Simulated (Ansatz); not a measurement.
# HfO2: one atom moved over a plane

Aim: for HfO2, map the energy of atom 2 (O) over a plane.

Method: DFT PBE, scalar-relativistic, plane waves, PAW, in Ansatz 0.2.0.

### 1 The structure to begin with

Symmetry: Fm-3m, No. 225, cubic system. Conventional cell: a = 5.115 Å, b = 5.115 Å, c = 5.115 Å, α = 90.00°, β = 90.00°, γ = 90.00°. Around Hf (site symmetry m-3m) lie 8 O at 2.21 Å. O (site symmetry -43m) has 4 Hf at 2.21 Å in its first shell of neighbours.

As a file:

```
Hf O
1.0
     0.00000    2.55750    2.55750
     2.55750    0.00000    2.55750
     2.55750    2.55750    0.00000
Hf O
1 2
Direct
  0.00000 0.00000 0.00000
  0.25000 0.25000 0.25000
  0.75000 0.75000 0.75000
```

The cell is taken as given, not relaxed at this level.

### 2 Zero of energy

Reference values: F = -16861.4074 eV; pressure -2.46 GPa; largest force 0.000 eV/Å; gap on the mesh 3.72 eV. It was computed beforehand with the settings of the runs below.

### 3 Next: one atom moved over a plane

Atom 2 (O) is moved by p along (0.000, 1.000, 0.000) and q along (0.000, 0.000, 1.000) (Å), all else fixed; its images in the other cells move with it. Points alike by symmetry are run once.

### 4 Point p = -0.450, q = -0.450

input.yaml reads:

```yaml
crystal:
  lattice:
    - [0.0, 2.5575, 2.5575]
    - [2.5575, 0.0, 2.5575]
    - [2.5575, 2.5575, 0.0]
  atoms:
    - { symbol: Hf, position: [0.0, 0.0, 0.0] }
    - { symbol: O, position: [0.0740469208, 0.25, 0.25] }
    - { symbol: O, position: [0.75, 0.75, 0.75] }
basis:
  ecutwfc: 420
kpoints:
  mp_grid: { grid: [8, 8, 8] }
hamiltonian:
  xc: pbe
scf:
  occupations: { method: gaussian, width: 0.05 }
output:
  forces: true
  stress: true
  eigenvalues: true
```

Run with:

```
$ ansatz run input.yaml --threads 1 --pin off --max-ram 2560MiB --backend cpu --events-out ev --progress --plain --runs-dir out
```

What it wrote (excerpt; [...] marks lines left out):

```text
Warning: RAYON_NUM_THREADS=1 ignored (pool sized by the plan → 1); use --threads N
[...]
Pseudopotentials: kind: paw
Pseudopotential: Hf, paw, valence charge 26, recommended cutoff 420 eV (normal), Hf.paw.azcp
Pseudopotential: O, paw, valence charge 6, recommended cutoff 420 eV (normal), O.paw.azcp
Functional definition: PBE
[...]
Crystal: 3 atoms, lattice volume = 33.456 Å³
Basis set: ecut = 420 eV, 645 PW (Γ), exchange–correlation on 50×50×50 points (8 copies of the dense FFT grid, shifted against one another)
Bands: 23, of which v1, the nominal top of the filled ones, is band 19 counted from 1 (18 counted from 0)
Symmetry: 2 space group operations
Space group: Cm (ITA 8), of the structure as read, at distance tolerance 3.2e-5 Å
k-points: 150 of 512 (time reversal used)
[...]
SCF iter   1: F=—  HF=-16858.848594 eV  |F-HF|=—  |Δ(HF+E_count)|=         —  Δρ=5.43e-3  dr2=5.15e-3  ethr=1.77e-3  ⟨swp⟩=5.6  Hψ=13120  notcnv=0
[...]
SCF iter   7: F=-16858.849914 eV  HF=-16858.849914 eV  |F-HF|=4.67e-8  |Δ(HF+E_count)|=   1.09e-7  Δρ=1.93e-5  dr2=5.91e-8  ethr=2.63e-10  ⟨swp⟩=6.1  Hψ=16985  notcnv=0
[...]
SCF converged after 7 iterations
Free energy (F): -16858.849914 eV
[...]
E sigma→0 (E₀):  -16858.849914 eV
Fermi energy:    17.280064 eV
[...]
--- Forces (eV/Å), atoms counted from 1 ---
  atom   1  Hf    -5.83323057    -3.05202360    -3.05202360
  atom   2  O      6.43754740     6.71013317     6.71013317
  atom   3  O     -0.60426791    -3.65812390    -3.65812390
[...]
--- Stress (GPa, compression-positive) ---
       31.797703      25.904016      25.904016
       25.904015      32.406611       5.332581
       25.904015       5.332581      32.406611
  P = ⅓ Tr σ = 32.2036 GPa (322.036 kbar)
--- Band table (eV; the first three rows and the last of 150) ---
  k-point 0: bands = ["-45.2030", "-14.2931", "-13.8730", "-13.7845", "-3.3915", "-0.2730", "4.9369", "4.9599", "4.9758", "4.9992", "5.0203", "5.0783", "5.2569", "9.5634", "10.2566", "11.2735", "13.6977", "14.8235", "14.9967", "19.7031", "20.3739", "20.4968", "24.2511"]
[...]
```

Run time: 6.7 s. Hardware: 1 thread of Intel Xeon Platinum 8488C (Sapphire Rapids), shared host; peak memory 0.46 GiB.

### 5 Point p = -0.450, q = 0.000

Edit input.yaml of step 4 so:

```diff
@@ -7,3 +7,3 @@
     - { symbol: Hf, position: [0.0, 0.0, 0.0] }
-    - { symbol: O, position: [0.0740469208, 0.25, 0.25] }
+    - { symbol: O, position: [0.1620234604, 0.3379765396, 0.1620234604] }
     - { symbol: O, position: [0.75, 0.75, 0.75] }
@@ -21 +21,5 @@
   eigenvalues: true
+  write_density: true
+  write_potential: true
+  elf: true
+  volumetric_format: npy
```

Run with:

```
$ ansatz run input.yaml --threads 1 --pin off --max-ram 2560MiB --backend cpu --events-out ev --progress --plain --runs-dir out
```

What it wrote:

```text
Warning: RAYON_NUM_THREADS=1 ignored (pool sized by the plan → 1); use --threads N
Engine: ansatz 0.2.0, x86_64-unknown-linux-gnu
[... 4 set-up lines as earlier in the session ...]
  parameter kappa = 0.804
  parameter beta = 0.06672455060314922
  exchange = pbe_x(kappa = kappa, mu = beta*pi^2/3)
  correlation = pbe_c(beta = beta)
Crystal: 3 atoms, lattice volume = 33.456 Å³
Basis set: ecut = 420 eV, 645 PW (Γ), exchange–correlation on 50×50×50 points (8 copies of the dense FFT grid, shifted against one another)
Bands: 23, of which v1, the nominal top of the filled ones, is band 19 counted from 1 (18 counted from 0)
Symmetry: 4 space group operations
Space group: Imm2 (ITA 44), of the structure as read, at distance tolerance 3.2e-5 Å
k-points: 95 of 512 (time reversal used)
Non-local potential: Hf, projectors of the file, l = 0: 3, l = 1: 2, l = 2: 2, l = 3: 3
Non-local potential: O, projectors of the file, l = 0: 2, l = 1: 2, l = 2: 1
PAW form: soft (Blöchl's): semilocal exchange-correlation on the pseudo side does not see the compensation charge
PAW one-centre angular grid: Hf, 590 points (default); XC on 64 Gauss nodes
PAW one-centre angular grid: O, 110 points (default); XC on 64 Gauss nodes
Initial density: superposition of atomic densities (neutral atoms: chi_scale 0, normalization atom), corrected by the library's trained network
Initial wavefunctions: pseudopotential atomic-orbital guess
Functional: x = pbe(κ = 0.804, μ = 0.2195149727645171), c = pbe(β = 0.06672455060314922)
SCF iter   1: F=—  HF=-16860.291606 eV  |F-HF|=—  |Δ(HF+E_count)|=         —  Δρ=2.97e-3  dr2=1.38e-3  ethr=1.77e-3  ⟨swp⟩=4.5  Hψ=7909  notcnv=0
preconditioner: auto → none  [insulator: Δε(μ)=3.230 eV  Ē_g=17.914 eV  σ=0.050 eV  W_gap=1.00  n_scr=14 (ndim 8)  ℏωp=38.5 eV  f_vac=0.065  D(μ)=0.00/eV (n_scr^D=0)  ε∞_Penn≈5.6]
SCF iter   2: F=—  HF=-16860.292713 eV  |F-HF|=—  |Δ(HF+E_count)|=   1.11e-3  Δρ=1.69e-3  dr2=5.37e-4  ethr=3.64e-6  ⟨swp⟩=2.0  Hψ=4538  notcnv=0
SCF iter   3: F=—  HF=-16860.292908 eV  |F-HF|=—  |Δ(HF+E_count)|=   1.95e-4  Δρ=1.03e-3  dr2=2.25e-4  ethr=1.41e-6  ⟨swp⟩=2.0  Hψ=3610  notcnv=0
SCF iter   4: F=—  HF=-16860.292967 eV  |F-HF|=—  |Δ(HF+E_count)|=   5.94e-5  Δρ=1.86e-4  dr2=6.71e-6  ethr=5.92e-7  ⟨swp⟩=2.0  Hψ=3511  notcnv=0
SCF iter   5: F=—  HF=-16860.293041 eV  |F-HF|=—  |Δ(HF+E_count)|=   7.33e-5  Δρ=1.37e-4  dr2=5.03e-6  ethr=1.77e-8  ⟨swp⟩=2.0  Hψ=3861  notcnv=0
SCF iter   6: F=—  HF=-16860.293040 eV  |F-HF|=—  |Δ(HF+E_count)|=   5.99e-7  Δρ=3.36e-5  dr2=1.57e-7  ethr=1.32e-8  ⟨swp⟩=2.0  Hψ=3251  notcnv=0
SCF iter   7: F=-16860.293040 eV  HF=-16860.293040 eV  |F-HF|=7.68e-9  |Δ(HF+E_count)|=   2.16e-7  Δρ=6.74e-6  dr2=6.80e-9  ethr=2.63e-10  ⟨swp⟩=9.4  Hψ=15993  notcnv=0
SCF 1 converged in 7 iterations: F = -16860.293040 eV  dr2 = 6.80e-9
SCF converged after 7 iterations
Free energy (F): -16860.293040 eV
Harris-Foulkes:  -16860.293040 eV  (|F-HF|=7.68e-9)
Internal energy: -16860.293040 eV  (E = F + TS)
E sigma→0 (E₀):  -16860.293040 eV
Fermi energy:    17.443034 eV
--- Per-component energies (eV) ---
  E_band       = 35.444800
  E_kinetic    = 774.478181
  E_local      = -5884.310738  (includes V_loc(G=0)·N_el)
  E_nonlocal   = -1146.652735
  E_hartree    = 2696.794928
  E_xc         = -448.282164
  E_vxc        = -455.517950  (∫ρ·V_xc dr)
  E_paw        = -7243.370063  (= ΣΔE_a)
  E_vpaw       = 1353.853123  (= ΣTr[D̂ρ^β])
  E_aug_tail   = 0.005002  (compensation charges beyond the density's cutoff)
  E_ewald      = -5608.955452
  E_smearing   = -0.000000  (= −TS)
  E_closure    = -0.000000  (closes the sum)
  Σ components = -16860.293040   (vs F -16860.293040, Δ=0.00e0)
--- Forces (eV/Å), atoms counted from 1 ---
  atom   1  Hf    -0.00000000    -1.11120680    -0.00000000
  atom   2  O      0.00000000     5.36324500     0.00000000
  atom   3  O      0.00000000    -4.25210897    -0.00000000
  max |Σ_I F_I| component: 7.08e-5 eV/Å
--- Stress (GPa, compression-positive) ---
        6.867000      -0.000000      16.142645
        0.000000      24.128477       0.000000
       16.142645       0.000000       6.867000
  P = ⅓ Tr σ = 12.6208 GPa (126.208 kbar)
--- Band table (eV; the first three rows and the last of 95) ---
  k-point 0: bands = ["-45.4328", "-14.0512", "-14.0501", "-14.0232", "-3.3672", "-0.3479", "4.6712", "4.6826", "4.6846", "4.7248", "4.7537", "4.7993", "4.9659", "10.0421", "10.1220", "10.9399", "14.2971", "14.8761", "15.0447", "19.3499", "20.0358", "20.5568", "24.2388"]
  k-point 1: bands = ["-45.4311", "-14.1050", "-14.0560", "-14.0301", "-3.2289", "-0.4382", "4.6704", "4.6839", "4.6873", "4.7229", "4.7505", "4.7982", "4.9404", "10.1353", "10.2600", "11.1981", "14.0640", "14.6624", "14.8795", "19.4511", "20.2471", "21.1359", "23.8096"]
  k-point 2: bands = ["-45.4269", "-14.2302", "-14.0710", "-14.0465", "-2.9197", "-0.6059", "4.6682", "4.6841", "4.6933", "4.7232", "4.7432", "4.7964", "4.8931", "10.2926", "10.6111", "11.7597", "13.6091", "14.2005", "14.7256", "19.6312", "20.4698", "22.3391", "23.0085"]
  k-point 94: bands = ["-45.4167", "-14.4402", "-14.1587", "-14.1360", "-2.0995", "-0.9250", "4.6594", "4.6836", "4.7070", "4.7277", "4.7459", "4.7793", "4.8236", "9.3912", "11.8674", "12.3050", "13.2287", "14.7935", "15.8285", "19.0576", "20.8671", "22.1634", "22.2190"]
```

Run time: 5.5 s. Hardware: 1 thread of Intel Xeon Platinum 8488C (Sapphire Rapids), shared host; peak memory 0.43 GiB.

Axes a, b and c in the maps are those of this run's conventional cell (a, b, c = 3.617, 3.617, 5.115 Å).

Density in a lattice plane of the grid's cell (edges 3.62 and 5.12 Å, at 0.000 of the third edge), which holds Hf and O.

Values in e/Å³, 12 rows by 8 columns:
```
16.43  7.10  0.78  0.17  0.16  0.17  0.78  7.10
 1.86  0.90  0.29  0.42  0.62  0.42  0.29  0.90
 0.13  0.14  0.37  1.73  3.74  1.73  0.37  0.14
 0.05  0.10  0.51  3.64  7.56  3.64  0.51  0.10
 0.03  0.07  0.34  1.97  4.47  1.97  0.34  0.07
 0.02  0.04  0.14  0.41  0.68  0.41  0.14  0.04
 0.03  0.04  0.14  0.40  0.66  0.40  0.14  0.04
 0.04  0.08  0.34  1.82  4.13  1.82  0.34  0.08
 0.13  0.16  0.57  3.64  7.52  3.64  0.57  0.16
 1.89  0.93  0.55  1.93  4.03  1.93  0.55  0.93
16.55  7.04  0.88  0.51  0.70  0.51  0.88  7.04
35.47 15.15  1.46  0.19  0.17  0.19  1.46 15.15
```
Columns run along the first of these edges and rows up along the second, over one cell in 8 and 12 even steps from the bottom left corner. Atoms in the plane (fractional): Hf at (0.00, 0.00), O at (0.50, 0.66), O at (0.50, 0.25).

ELF in the same plane.

Ten even steps from ' ' (0.01) to '@' (0.84):
```
@@@@@@%%==..  ......  ..==%%@@@@
@@@@%%**::....::--::....::**%%@@
##**++::..::++######++::..::++**
::......::**%%@@@@@@%%**::......
      ::++%%@@@@%%@@@@%%++::    
      --##@@@@**==**@@@@##--    
    ..==##@@%%++::++%%@@##==..  
    ..==##@@@@%%##%%@@@@##==..  
      ::++##%%@@@@@@%%##++::    
        ..::--======--::..      
          ..............        
      ..::==++******++==::..    
    ..--++%%@@@@@@@@@@%%++--..  
    ..==##@@@@##**##@@@@##==..  
      --##@@%%++--++%%@@##--    
::....::++@@@@##++##@@@@++::....
##**==::--##@@@@@@@@@@##--::==**
@@@@%%++::==##%%@@%%##==::++%%@@
@@@@@@##--::--++**++--::--##@@@@
%%@@@@%%==....::::::....==%%@@@@
```
Columns run along the first of these edges and rows up along the second, over one cell in 16 and 20 even steps from the bottom left corner. Atoms in the plane (fractional): Hf at (0.00, 0.00), O at (0.50, 0.66), O at (0.50, 0.25).

Both are smooth fields of the valence electrons: close to the nuclei they are not physical.

Maxima of ELF outside the ion cores: 0.85 in the shell around O, 0.7 Å from O; 0.81 beside O, off the lines to its neighbours, 0.7 Å from O.

### 6 Point p = -0.450, q = -0.225

Edit input.yaml of step 5 so:

```diff
@@ -7,3 +7,3 @@
     - { symbol: Hf, position: [0.0, 0.0, 0.0] }
-    - { symbol: O, position: [0.1620234604, 0.3379765396, 0.1620234604] }
+    - { symbol: O, position: [0.1180351906, 0.2939882698, 0.2060117302] }
     - { symbol: O, position: [0.75, 0.75, 0.75] }
```

Run with:

```
$ ansatz run input.yaml --threads 1 --pin off --max-ram 2560MiB --backend cpu --events-out ev --progress --plain --runs-dir out
```

What it wrote (excerpt; [...] marks lines left out):

```text
Warning: RAYON_NUM_THREADS=1 ignored (pool sized by the plan → 1); use --threads N
[...]
[... 4 set-up lines as earlier in the session ...]
[...]
Crystal: 3 atoms, lattice volume = 33.456 Å³
Basis set: ecut = 420 eV, 645 PW (Γ), exchange–correlation on 50×50×50 points (8 copies of the dense FFT grid, shifted against one another)
Bands: 23, of which v1, the nominal top of the filled ones, is band 19 counted from 1 (18 counted from 0)
Symmetry: 1 space group operations
Space group: P1 (ITA 1), of the structure as read, at distance tolerance 3.2e-5 Å
k-points: 260 of 512 (time reversal used)
[...]
SCF iter   1: F=—  HF=-16859.945096 eV  |F-HF|=—  |Δ(HF+E_count)|=         —  Δρ=3.37e-3  dr2=1.60e-3  ethr=1.77e-3  ⟨swp⟩=4.5  Hψ=21744  notcnv=0
[...]
SCF iter   7: F=-16859.946757 eV  HF=-16859.946757 eV  |F-HF|=7.75e-9  |Δ(HF+E_count)|=   2.77e-8  Δρ=1.06e-5  dr2=2.80e-8  ethr=2.63e-10  ⟨swp⟩=6.3  Hψ=42300  notcnv=0
[...]
SCF converged after 7 iterations
Free energy (F): -16859.946757 eV
[...]
E sigma→0 (E₀):  -16859.946757 eV
Fermi energy:    17.495279 eV
[...]
--- Forces (eV/Å), atoms counted from 1 ---
  atom   1  Hf    -2.53520526    -1.56978561    -1.52203818
  atom   2  O      2.89153594     5.69148113     3.12762409
  atom   3  O     -0.35638289    -4.12176831    -1.60564263
[...]
--- Stress (GPa, compression-positive) ---
       13.145154      10.825832      18.990483
       10.825830      25.951933       3.028433
       18.990482       3.028435      13.821564
  P = ⅓ Tr σ = 17.6396 GPa (176.396 kbar)
--- Band table (eV; the first three rows and the last of 260) ---
  k-point 0: bands = ["-45.3707", "-14.1167", "-14.0098", "-13.9454", "-3.3655", "-0.3349", "4.7389", "4.7563", "4.7678", "4.7939", "4.8274", "4.8770", "5.0466", "9.8937", "10.1449", "11.0388", "14.1442", "14.8606", "14.9969", "19.5844", "20.0676", "20.4620", "24.3437"]
[...]
```

Wall time 17 s (1 thread of Intel Xeon Platinum 8488C (Sapphire Rapids), shared host); peak memory 0.51 GiB.

Density in a lattice plane of the grid's cell (edges 3.62 and 3.62 Å, at 0.000 of the third edge), which holds Hf.

Values in e/Å³, 12 rows by 12 columns:
```
23.74 22.55 10.74  2.57  0.48  0.27  0.27  0.27  0.26  0.54  2.79 11.55
 7.80 10.79  7.44  2.49  0.60  0.35  0.43  0.49  0.43  0.36  0.63  2.80
 1.43  2.61  2.51  1.23  0.46  0.35  0.53  0.75  0.75  0.54  0.35  0.55
 0.28  0.45  0.54  0.40  0.26  0.27  0.45  0.76  0.94  0.75  0.42  0.26
 0.21  0.22  0.22  0.18  0.15  0.17  0.29  0.52  0.76  0.74  0.48  0.28
 0.25  0.28  0.28  0.22  0.15  0.13  0.17  0.29  0.45  0.52  0.42  0.29
 0.29  0.38  0.42  0.35  0.22  0.14  0.12  0.17  0.27  0.35  0.35  0.29
 0.38  0.44  0.55  0.51  0.34  0.19  0.13  0.14  0.26  0.47  0.60  0.50
 1.43  0.68  0.56  0.55  0.41  0.24  0.15  0.15  0.39  1.23  2.50  2.58
 7.72  2.78  0.75  0.47  0.37  0.25  0.17  0.16  0.52  2.51  7.45 10.75
23.77 11.49  2.76  0.60  0.30  0.22  0.16  0.15  0.42  2.61 10.80 22.56
35.50 23.78  7.72  1.40  0.31  0.21  0.18  0.17  0.26  1.41  7.79 23.74
```
Columns run along the first of these edges and rows up along the second, over one cell in 12 and 12 even steps from the bottom left corner. Atoms in the plane (fractional): Hf at (0.00, 0.00).

ELF in the same plane.

Ten even steps from '0' (0.06) to '9' (0.85):
```
999998520000111100258999
999998631012333321125899
999998631023556653112579
889987531124677876421246
456766421125788888642112
122333210125788888864100
000011000024688888875210
000000000013578888875310
001111100002457888764210
012343321001235667653210
013556543100112344432100
024567765310001112111000
013577776531000000111000
012467877642100001222221
311246777653100012456654
742124566543100014688988
986311344432100024799999
999741112221000014799999
999974100000000003689999
899996310000000001479999
```
Columns run along the first of these edges and rows up along the second, over one cell in 24 and 20 even steps from the bottom left corner. Atoms in the plane (fractional): Hf at (0.00, 0.00).

Both are smooth fields of the valence electrons: close to the nuclei they are not physical.

Maxima of ELF outside the ion cores: 0.86 in the shell around O, 0.7 Å from O; 0.83 beside O, off the lines to its neighbours, 0.6 Å from O; 0.82 on the O–Hf line, 0.6 Å from O.

### 7 Point p = -0.225, q = 0.000

input.yaml reads:

```yaml
crystal:
  lattice:
    - [0.0, 2.5575, 2.5575]
    - [2.5575, 0.0, 2.5575]
    - [2.5575, 2.5575, 0.0]
  atoms:
    - { symbol: Hf, position: [0.0, 0.0, 0.0] }
    - { symbol: O, position: [0.2060117302, 0.2939882698, 0.2060117302] }
    - { symbol: O, position: [0.75, 0.75, 0.75] }
basis:
  ecutwfc: 420
kpoints:
  mp_grid: { grid: [8, 8, 8] }
hamiltonian:
  xc: pbe
scf:
  occupations: { method: gaussian, width: 0.05 }
output:
  forces: true
  stress: true
  eigenvalues: true
```

Run with:

```
$ ansatz run input.yaml --threads 1 --pin off --max-ram 2560MiB --backend cpu --events-out ev --progress --plain --runs-dir out
```

What it wrote (excerpt; [...] marks lines left out):

```text
[...]
SCF converged after 7 iterations
Free energy (F): -16861.145999 eV
[...]
E sigma→0 (E₀):  -16861.145999 eV
Fermi energy:    17.392457 eV
[...]
--- Forces (eV/Å), atoms counted from 1 ---
  atom   1  Hf     0.00000000    -0.49181214    -0.00000000
  atom   2  O      0.00000000     2.37416211     0.00000000
  atom   3  O      0.00000000    -1.88233091    -0.00000000
[...]
--- Stress (GPa, compression-positive) ---
       -0.207651       0.000000       7.003032
       -0.000000       4.371278       0.000000
        7.003032       0.000000      -0.207651
  P = ⅓ Tr σ = 1.3187 GPa (13.187 kbar)
--- Band table (eV; the first three rows and the last of 95) ---
  k-point 0: bands = ["-45.5820", "-14.1524", "-14.1354", "-14.0973", "-3.1454", "-0.3533", "4.5163", "4.5183", "4.5271", "4.5600", "4.5848", "4.6139", "4.7876", "10.1057", "10.2268", "10.5854", "14.7085", "14.9218", "14.9584", "19.3484", "19.5823", "20.9032", "24.8728"]
[...]
```

Run time: 3.9 s. Hardware: 1 thread of Intel Xeon Platinum 8488C (Sapphire Rapids), shared host; peak memory 0.42 GiB.

### 8 At p = -0.225, q = -0.225

Edit input.yaml of step 7 so:

```diff
@@ -7,3 +7,3 @@
     - { symbol: Hf, position: [0.0, 0.0, 0.0] }
-    - { symbol: O, position: [0.2060117302, 0.2939882698, 0.2060117302] }
+    - { symbol: O, position: [0.1620234604, 0.25, 0.25] }
     - { symbol: O, position: [0.75, 0.75, 0.75] }
```

Run with:

```
$ ansatz run input.yaml --threads 1 --pin off --max-ram 2560MiB --backend cpu --events-out ev --progress --plain --runs-dir out
```

What it wrote (excerpt; [...] marks lines left out):

```text
Warning: RAYON_NUM_THREADS=1 ignored (pool sized by the plan → 1); use --threads N
[...]
[... 4 set-up lines as earlier in the session ...]
[...]
Crystal: 3 atoms, lattice volume = 33.456 Å³
Basis set: ecut = 420 eV, 645 PW (Γ), exchange–correlation on 50×50×50 points (8 copies of the dense FFT grid, shifted against one another)
Bands: 23, of which v1, the nominal top of the filled ones, is band 19 counted from 1 (18 counted from 0)
[... 2 set-up lines as earlier in the session ...]
k-points: 150 of 512 (time reversal used)
[...]
SCF iter   1: F=—  HF=-16860.860191 eV  |F-HF|=—  |Δ(HF+E_count)|=         —  Δρ=2.72e-3  dr2=1.44e-3  ethr=1.77e-3  ⟨swp⟩=4.4  Hψ=12597  notcnv=0
[...]
SCF iter   7: F=-16860.861462 eV  HF=-16860.861462 eV  |F-HF|=7.78e-9  |Δ(HF+E_count)|=   2.83e-7  Δρ=5.37e-6  dr2=4.89e-9  ethr=2.63e-10  ⟨swp⟩=5.4  Hψ=15416  notcnv=0
[...]
SCF converged after 7 iterations
Free energy (F): -16860.861462 eV
[...]
E sigma→0 (E₀):  -16860.861462 eV
Fermi energy:    17.479674 eV
[...]
--- Forces (eV/Å), atoms counted from 1 ---
  atom   1  Hf    -1.12539607    -0.74970647    -0.74970647
  atom   2  O      1.33784954     2.57420650     2.57420650
  atom   3  O     -0.21255563    -1.82451904    -1.82451904
[...]
--- Stress (GPa, compression-positive) ---
        3.113012       8.170759       8.170759
        8.170757       6.609062       2.105418
        8.170757       2.105418       6.609062
  P = ⅓ Tr σ = 5.4437 GPa (54.437 kbar)
--- Band table (eV; the first three rows and the last of 150) ---
  k-point 0: bands = ["-45.5278", "-14.1403", "-14.0953", "-14.0695", "-3.1919", "-0.3540", "4.5691", "4.5842", "4.5904", "4.6127", "4.6493", "4.6858", "4.8573", "10.0788", "10.1202", "10.7340", "14.5644", "14.8841", "14.9594", "19.4905", "19.6978", "20.7171", "24.7879"]
[...]
```

Wall time 6.2 s (1 thread of Intel Xeon Platinum 8488C (Sapphire Rapids), shared host); peak memory 0.46 GiB.

### 9 All points together

Energy above the undisturbed cell in eV/cell; points alike by symmetry are filled in, and a dash was not computed:

```csv
p \ q,-0.450,-0.225,0.000,0.225,0.450
-0.450,2.558,1.461,1.114,1.461,2.558
-0.225,1.461,0.546,0.261,0.546,1.461
0.000,1.114,0.261,0.000,0.261,1.114
0.225,1.461,0.546,0.261,0.546,1.461
0.450,2.558,1.461,1.114,1.461,2.558
```

Pressure in GPa:

```
 p \ q  -0.450  -0.225  0.000  0.225  0.450
-0.450    32.2    17.6   12.6   17.6   32.2
-0.225    17.6     5.4    1.3    5.4   17.6
 0.000    12.6     1.3   -2.5    1.3   12.6
 0.225    17.6     5.4    1.3    5.4   17.6
 0.450    32.2    17.6   12.6   17.6   32.2
```

Gap on the mesh in eV:

```
 p \ q  -0.450  -0.225  0.000  0.225  0.450
-0.450    3.54    3.46   3.23   3.46   3.54
-0.225    3.46    3.83   3.61   3.83   3.46
 0.000    3.23    3.61   3.72   3.61   3.23
 0.225    3.46    3.83   3.61   3.83   3.46
 0.450    3.54    3.46   3.23   3.46   3.54
```

### 10 Outcome

```
                         quantity                                       value
                    highest point  2.558 eV/cell at (p, q) = (-0.450, -0.450)
lowest point away from the origin            0.261 eV/cell at (-0.225, 0.000)
```

No computed point lies below the origin. Read as harmonic, the points at ±0.225 Å give force constants of 10.33 eV/Å² along p and 10.33 eV/Å² along q, so the site is nearly isotropic in this plane. The gap on the mesh runs from 3.23 to 3.83 eV over the map. These runs have no spin-orbit coupling; with Hf it would split and shift bands.

These are semilocal Kohn-Sham gaps, which aren't the measured quantity. Such gaps usually fall short of the measured ones.
